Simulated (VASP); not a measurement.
# BN (F-43m) in VASP: notebook, part 2 of 3

VASP 6.6.1. The steps go on from the part before.

**4. Single point, PBE (a relaxed cell with its volume scaled by 1.03)**

INCAR

```
SYSTEM = BN
ALGO     = Fast           ! electronic algorithm
EDIFF    = 1E-7           ! SCF threshold, eV
ENCUT    = 520            ! plane-wave cutoff, eV
GGA      = PE             ! functional
ISIF     = 2              ! what is computed and relaxed
ISMEAR   = 0              ! smearing method
LASPH    = .TRUE.         ! aspherical terms in the spheres
LCHARG   = .FALSE.        ! write CHGCAR
LREAL    = .FALSE.        ! projectors in reciprocal space
LWAVE    = .FALSE.        ! write WAVECAR
NBANDS   = 11             ! bands
NELM     = 80             ! most SCF steps
PREC     = Accurate       ! precision mode
SIGMA    = 0.02           ! smearing width, eV
```

KPOINTS

```
k-points
0
G
  6 6 6
  0 0 0
```

POSCAR

```
BN                                      
1.0
    0.0000000000      1.8307218795      1.8307218795
    1.8307218795      0.0000000000      1.8307218795
    1.8307218795      1.8307218795      0.0000000000
  B               N             
     1     1
Direct
     0.0000000000000000    0.0000000000000000    0.0000000000000000
     0.2500000000000000    0.2500000000000000    0.2500000000000000
```

Potentials or basis: VASP PAW PBE potentials, release 64 (B, N).

Command:

```bash
$ cat potpaw_PBE.64/B/POTCAR potpaw_PBE.64/N/POTCAR > POTCAR
$ mpirun -np 1 vasp_std > vasp.out
```

OUTCAR:

```text
SYSTEM = BN
   EDIFF = 1E-7
   ENCUT = 520
   GGA = PE
   ISIF = 2
   ISMEAR = 0
   LASPH = .TRUE.
   LREAL = .FALSE.
   NELM = 80
   PREC = Accurate

 ion  position               nearest neighbor table
   1  0.000  0.000  0.000-   2 1.59   2 1.59   2 1.59   2 1.59
   2  0.250  0.250  0.250-   1 1.59   1 1.59   1 1.59   1 1.59

  LATTYP: Found a face centered cubic cell.
 ALAT       =     3.6614437590

  Lattice vectors:

 A1 = (   0.0000000000,   1.8307218795,   1.8307218795)
 A2 = (   1.8307218795,   0.0000000000,   1.8307218795)
 A3 = (   1.8307218795,   1.8307218795,   0.0000000000)

Analysis of symmetry for initial positions (statically):
=====================================================================
 Subroutine PRICEL returns:
 Original cell was already a primitive cell.

 Routine SETGRP: Setting up the symmetry group for a
 face centered cubic supercell.

 Subroutine GETGRP returns: Found 24 space group operations
 (whereof 24 operations were pure point group operations)
 out of a pool of 48 trial point group operations.

The static configuration has the point symmetry T_d .

Analysis of symmetry for dynamics (positions and initial velocities):
=====================================================================
 Subroutine PRICEL returns:
 Original cell was already a primitive cell.

 Routine SETGRP: Setting up the symmetry group for a
 face centered cubic supercell.

 Subroutine GETGRP returns: Found 24 space group operations
 (whereof 24 operations were pure point group operations)
 out of a pool of 48 trial point group operations.

The dynamic configuration has the point symmetry T_d .

 Subroutine INISYM returns: Found 24 space group operations
 (whereof 24 operations are pure point group operations),
 and found     1 'primitive' translations

----------------------------------------------------------------------------------------

                                     Primitive cell

  volume of cell :      12.2715

  direct lattice vectors                    reciprocal lattice vectors
     0.000000000  1.830721879  1.830721879    -0.273116308  0.273116308  0.273116308
     1.830721879  0.000000000  1.830721879     0.273116308 -0.273116308  0.273116308
     1.830721879  1.830721879  0.000000000     0.273116308  0.273116308 -0.273116308

  length of vectors
     2.589031711  2.589031711  2.589031711     0.473051321  0.473051321  0.473051321

  position of ions in fractional coordinates (direct lattice)
     0.000000000  0.000000000  0.000000000
     0.250000000  0.250000000  0.250000000

  ion indices of the primitive-cell ions
   primitive index   ion index
                 1           1
                 2           2

----------------------------------------------------------------------------------------

 KPOINTS: k-points

Automatic generation of k-mesh.
 Grid dimensions read from file:
 generate k-points for:    6    6    6

 Generating k-lattice:

  Cartesian coordinates                     Fractional coordinates (reciprocal lattice)
    -0.045519385  0.045519385  0.045519385     0.166666667  0.000000000  0.000000000
     0.045519385 -0.045519385  0.045519385     0.000000000  0.166666667  0.000000000
     0.045519385  0.045519385 -0.045519385     0.000000000  0.000000000  0.166666667

  Length of vectors
     0.078841887  0.078841887  0.078841887

  Shift w.r.t. Gamma in fractional coordinates (k-lattice)
     0.000000000  0.000000000  0.000000000

 Subroutine IBZKPT returns following result:
 ===========================================

 Found     16 irreducible k-points:

 Following reciprocal coordinates:
            Coordinates               Weight
  0.000000  0.000000  0.000000      1.000000
  0.166667  0.000000  0.000000      8.000000
  0.333333  0.000000  0.000000      8.000000
  0.500000  0.000000  0.000000      4.000000
  0.166667  0.166667  0.000000      6.000000
  0.333333  0.166667  0.000000     24.000000
[... 8 lines left out ...]
 -0.333333  0.333333  0.166667     24.000000
 -0.333333  0.500000  0.166667     12.000000
   k-points           NKPTS =     16   k-points in BZ     NKDIM =     16   number of bands    NBANDS=     11
   number of dos      NEDOS =    301   number of ions     NIONS =      2
   total plane-waves  NPLWV =   8000
   dimension x,y,z NGX =    20 NGY =   20 NGZ =   20
   dimension x,y,z NGXF=    40 NGYF=   40 NGZF=   40
   ions per type =               1   1
   NGX,Y,Z   is equivalent  to a cutoff of  12.84, 12.84, 12.84 a.u.
   NGXF,Y,Z  is equivalent  to a cutoff of  25.68, 25.68, 25.68 a.u.
 SYSTEM =  BN
   PREC   = accura    normal or accurate (medium, high low for compatibility)
   ISTART =      0    job   : 0-new  1-cont  2-samecut
   ICHARG =      2    charge: 1-file 2-atom 10-const
   ISPIN  =      1    spin polarized calculation?
   LNONCOLLINEAR =      F non collinear calculations
   LSORBIT =      F    spin-orbit coupling
   LASPH  =      T    aspherical Exc in radial PAW
   ENCUT  =  520.0 eV  38.22 Ry    6.18 a.u.   4.81  4.81  4.81*2*pi/ulx,y,z
   NELM   =     80;   NELMIN=  2; NELMDL= -5     # of ELM steps
   EDIFF  = 0.1E-06   stopping-criterion for ELM
   LREAL  =      F    real-space projection
   EDIFFG = 0.1E-05   stopping-criterion for IOM
   NSW    =      0    number of steps for IOM
   IBRION =     -1    ionic relax: 0-MD 1-quasi-New 2-CG
   NFREE  =      0    steps in history (QN), initial steepest desc. (CG)
   ISIF   =      2    stress and relaxation
   ISYM   =      2    0-nonsym 1-usesym 2-fastsym
   POTIM  = 0.5000    time-step for ionic-motion
   TEBEG  =    0.0;   TEEND  =   0.0 temperature during run
   PSTRESS=    0.0 pullay stress
   NELECT =       8.0000    total number of electrons
   NUPDOWN=      -1.0000    fix difference up-down
   EMIN   =  10.00;   EMAX   =-10.00  energy-range for DOS
   EFERMI =   0.00;   METHOD = LEGACY
   ISMEAR =     0;   SIGMA  =   0.02  broadening in eV -4-tet -1-fermi 0-gaus
   EFERMI_NEDOS =   21; number of points for ismear=-14 and -15
   IALGO  =     68    algorithm
   IMIX   =      4    mixing-type and parameters
     AMIX     =   0.40;   BMIX     =  1.00
     AMIX_MAG =   1.60;   BMIX_MAG =  1.00
  volume/ion in A,a.u.               =       6.14        41.41
  Fermi-wavevector in a.u.,A,eV,Ry     =   1.419512  2.682489 27.415941  2.015015
  Thomas-Fermi vector in A             =   2.540525
   LORBIT       =      0    0 simple, 1 ext, 2 COOP (PROOUT), +10 PAW based schemes
   GGA     = PE    functional components
   LHFCALC =     F    Hartree Fock is set to
   AEXX    =    0.0000 exact exchange contribution
   IVDW    =     0    specifies the selected vdW correction
   LEPSILON=     F    determine dielectric tensor
   LRPA    =     F    only Hartree local field effects (RPA)
 non-spin polarized calculation
 RMM-DIIS sequential band-by-band and
 Gauss-broadening in eV      SIGMA  =   0.02
  energy-cutoff  :      520.00
  volume of cell :       12.27
 maximum number of plane-waves:       342
   NGX =  9   NGY =  9   NGZ =  9

 number of electron       8.0000001 magnetization

 Free energy of the ion-electron system (eV)
  ---------------------------------------------------
  ext. energy  EPLUGINS =         0.00000000
  ---------------------------------------------------
  free energy    TOTEN  =       -17.43577527 eV

  energy without entropy =      -17.43577527  energy(sigma->0) =      -17.43577527

 E-fermi :   7.0376     XC(G=0): -12.6331

 val. band max:        6.9415006132   @ k =   0.0000   0.0000   0.0000
 cond. band min:      11.3571940500   @ k =   0.5000   0.5000   0.0000
 fundamental gap:      4.4156934368
 Fermi energy:         7.0376027200

 k-point     1 :       0.0000    0.0000    0.0000
  band No.  band energies     occupation
      1     -12.8614      2.00000
      2       6.9415      2.00000
      3       6.9415      2.00000
      4       6.9415      2.00000
      5      15.5769      0.00000
      6      15.5769      0.00000
      7      15.5769      0.00000
      8      16.6743      0.00000
      9      30.9794      0.00000
     10      34.2452      0.00000
     11      34.2461      0.00000
[... 197 lines left out ...]
 k-point    16 :      -0.3333    0.5000    0.1667
  band No.  band energies     occupation
      1      -7.3012      2.00000
      2      -1.0304      2.00000
      3       0.9711      2.00000
      4       1.0358      2.00000
      5      14.5708      0.00000
      6      18.6467      0.00000
      7      21.5362      0.00000
      8      23.2029      0.00000
      9      25.9474      0.00000
     10      32.1172      0.00000
     11      36.5339      0.00000

------------------------ aborting loop because EDIFF is reached ----------------------------------------

  FORCE on cell =-STRESS in cart. coord.  units (eV):
  Direction    XX          YY          ZZ          XY          YZ          ZX
  --------------------------------------------------------------------------------------
  -------------------------------------------------------------------------------------
  Total       -0.8006415     -0.8006415     -0.8006415     -0.0000000     -0.0000000     -0.0000000
  in kB     -104.5325496   -104.5325496   -104.5325496     -0.0000000     -0.0000000     -0.0000000
  external PRESSURE =    -104.5325496 kB  Pullay stress =       0.0000000 kB

 VOLUME and BASIS-vectors are now :
 -----------------------------------------------------------------------------
  energy-cutoff  :      520.00
  volume of cell :       12.27
      direct lattice vectors                 reciprocal lattice vectors
     0.000000000  1.830721879  1.830721879    -0.273116308  0.273116308  0.273116308
     1.830721879  0.000000000  1.830721879     0.273116308 -0.273116308  0.273116308
     1.830721879  1.830721879  0.000000000     0.273116308  0.273116308 -0.273116308

 POSITION                                       TOTAL-FORCE (eV/Angst)
 -----------------------------------------------------------------------------------
      0.00000      0.00000      0.00000         0.000000     -0.000000      0.000000
      0.91536      0.91536      0.91536        -0.000000      0.000000     -0.000000
 -----------------------------------------------------------------------------------
    total drift:                               -0.000000     -0.000000      0.000000

  FREE ENERGIE OF THE ION-ELECTRON SYSTEM (eV)
  ---------------------------------------------------
  free  energy   TOTEN  =       -17.4357752714 eV

  energy  without entropy=      -17.4357752714  energy(sigma->0) =      -17.43577527
```

Wall time 3.1 s (1 thread of Intel Xeon Platinum 8259CL at 2.50GHz (Skylake/Cascade Lake), shared host); peak memory 0.12 GiB.

What came out:

* Free energy: -17.4358 eV
* Pressure: -10.5 GPa
* Band gap on the k mesh: 4.42 eV, indirect (least direct gap 8.64 eV)

Caveat: the k mesh is coarse (spacing up to 0.50 Å⁻¹), so the values aren't converged. A k mesh can miss the band edges.

**5. Single point, PBE (a relaxed cell with its volume scaled by 0.94)**

INCAR is that of step 4.

KPOINTS is that of step 4.

POSCAR

```
BN                                      
1.0
    0.0000000000      1.7757667298      1.7757667298
    1.7757667298      0.0000000000      1.7757667298
    1.7757667298      1.7757667298      0.0000000000
  B               N             
     1     1
Direct
     0.0000000000000000    0.0000000000000000    0.0000000000000000
     0.2500000000000000    0.2500000000000000    0.2500000000000000
```

Potentials or basis: VASP PAW PBE potentials, release 64 (B, N).

Command:

```bash
$ cat potpaw_PBE.64/B/POTCAR potpaw_PBE.64/N/POTCAR > POTCAR
$ mpirun -np 1 vasp_std > vasp.out
```

OUTCAR:

```text
SYSTEM = BN
   EDIFF = 1E-7
   ENCUT = 520
   GGA = PE
   ISIF = 2
   ISMEAR = 0
   LASPH = .TRUE.
   LREAL = .FALSE.
   NELM = 80
   PREC = Accurate

 ion  position               nearest neighbor table
   1  0.000  0.000  0.000-   2 1.54   2 1.54   2 1.54   2 1.54
   2  0.250  0.250  0.250-   1 1.54   1 1.54   1 1.54   1 1.54

  LATTYP: Found a face centered cubic cell.
 ALAT       =     3.5515334596

  Lattice vectors:

 A1 = (   0.0000000000,   1.7757667298,   1.7757667298)
 A2 = (   1.7757667298,   0.0000000000,   1.7757667298)
 A3 = (   1.7757667298,   1.7757667298,   0.0000000000)

Analysis of symmetry for initial positions (statically):
=====================================================================
 Subroutine PRICEL returns:
 Original cell was already a primitive cell.

 Routine SETGRP: Setting up the symmetry group for a
 face centered cubic supercell.

 Subroutine GETGRP returns: Found 24 space group operations
 (whereof 24 operations were pure point group operations)
 out of a pool of 48 trial point group operations.

The static configuration has the point symmetry T_d .

Analysis of symmetry for dynamics (positions and initial velocities):
[... 163 lines left out ...]
      2       8.0747      2.00000
      3       8.0747      2.00000
      4       8.0747      2.00000
      5      17.1461      0.00000
      6      17.1461      0.00000
      7      17.1461      0.00000
      8      19.3019      0.00000
      9      33.8386      0.00000
     10      36.4972      0.00000
     11      36.4974      0.00000
[... 197 lines left out ...]
 k-point    16 :      -0.3333    0.5000    0.1667
  band No.  band energies     occupation
      1      -6.5998      2.00000
      2      -0.4377      2.00000
      3       1.5637      2.00000
      4       1.5668      2.00000
      5      16.0386      0.00000
      6      20.5090      0.00000
      7      23.8514      0.00000
      8      25.6275      0.00000
      9      28.4713      0.00000
     10      34.9540      0.00000
     11      39.1215      0.00000

------------------------ aborting loop because EDIFF is reached ----------------------------------------

  FORCE on cell =-STRESS in cart. coord.  units (eV):
  Direction    XX          YY          ZZ          XY          YZ          ZX
  --------------------------------------------------------------------------------------
  -------------------------------------------------------------------------------------
  Total        1.8109438      1.8109438      1.8109438      0.0000000      0.0000000      0.0000000
  in kB      259.0763730    259.0763730    259.0763730      0.0000000      0.0000000      0.0000000
  external PRESSURE =     259.0763730 kB  Pullay stress =       0.0000000 kB

 VOLUME and BASIS-vectors are now :
 -----------------------------------------------------------------------------
  energy-cutoff  :      520.00
  volume of cell :       11.20
      direct lattice vectors                 reciprocal lattice vectors
     0.000000000  1.775766730  1.775766730    -0.281568514  0.281568514  0.281568514
     1.775766730  0.000000000  1.775766730     0.281568514 -0.281568514  0.281568514
     1.775766730  1.775766730  0.000000000     0.281568514  0.281568514 -0.281568514

 POSITION                                       TOTAL-FORCE (eV/Angst)
 -----------------------------------------------------------------------------------
      0.00000      0.00000      0.00000        -0.000000     -0.000000     -0.000000
      0.88788      0.88788      0.88788         0.000000      0.000000      0.000000
 -----------------------------------------------------------------------------------
    total drift:                                0.000000      0.000000      0.000000

  FREE ENERGIE OF THE ION-ELECTRON SYSTEM (eV)
  ---------------------------------------------------
  free  energy   TOTEN  =       -17.3906411622 eV

  energy  without entropy=      -17.3906411622  energy(sigma->0) =      -17.39064116
```

OSZICAR:

```text
N       E                     dE             d eps       ncg     rms          rms(c)
DAV:   1     0.119972418584E+02    0.11997E+02   -0.48268E+03   376   0.717E+02
DAV:   2    -0.179351993378E+02   -0.29932E+02   -0.28929E+02   441   0.173E+02
DAV:   3    -0.184446364552E+02   -0.50944E+00   -0.50871E+00   403   0.189E+01
DAV:   4    -0.184451904472E+02   -0.55399E-03   -0.55398E-03   382   0.712E-01
DAV:   5    -0.184451908891E+02   -0.44189E-06   -0.44184E-06   412   0.196E-02    0.702E+00
RMM:   6    -0.174972144084E+02    0.94798E+00   -0.66281E-01   352   0.590E+00    0.350E+00
RMM:   7    -0.174058053934E+02    0.91409E-01   -0.98481E-02   358   0.257E+00    0.194E+00
RMM:   8    -0.173904696744E+02    0.15336E-01   -0.17323E-02   365   0.109E+00    0.217E-01
RMM:   9    -0.173906950313E+02   -0.22536E-03   -0.13023E-03   378   0.344E-01    0.959E-02
RMM:  10    -0.173906392656E+02    0.55766E-04   -0.94114E-05   381   0.103E-01    0.142E-02
RMM:  11    -0.173906425081E+02   -0.32425E-05   -0.85691E-06   395   0.259E-02    0.130E-02
RMM:  12    -0.173906411464E+02    0.13616E-05   -0.18278E-06   395   0.111E-02    0.143E-03
RMM:  13    -0.173906411622E+02   -0.15789E-07   -0.73033E-08   333   0.272E-03
   1 F= -.17390641E+02 E0= -.17390641E+02  d E =-.240630E-55
```

stdout:

```text
POSCAR found type information on POSCAR B N
 POSCAR found :  2 types and       2 ions
 scaLAPACK will be used
 LDA part: xc-table for (Slater+PW92), standard interpolation
 POSCAR, INCAR and KPOINTS ok, starting setup
 FFT: planning ... GRIDC
 FFT: planning ... GRID_SOFT
 FFT: planning ... GRID
 WAVECAR not read
 entering main loop
```

Run time: 3.1 s. Hardware: 1 thread of Intel Xeon Platinum 8259CL at 2.50GHz (Skylake/Cascade Lake), shared host; peak memory 0.11 GiB.

What came out:

- Free energy: -17.3906 eV
- Pressure: 25.9 GPa
- Band gap on the k mesh: 4.51 eV, indirect (least direct gap 9.07 eV)

Caveat: the k mesh is coarse (spacing up to 0.51 Å⁻¹), so the values aren't converged; so large a pressure means that the cell lies far from this level's equilibrium, or that cutoff or potentials fall short.

(Continued in part 3 of 3.)
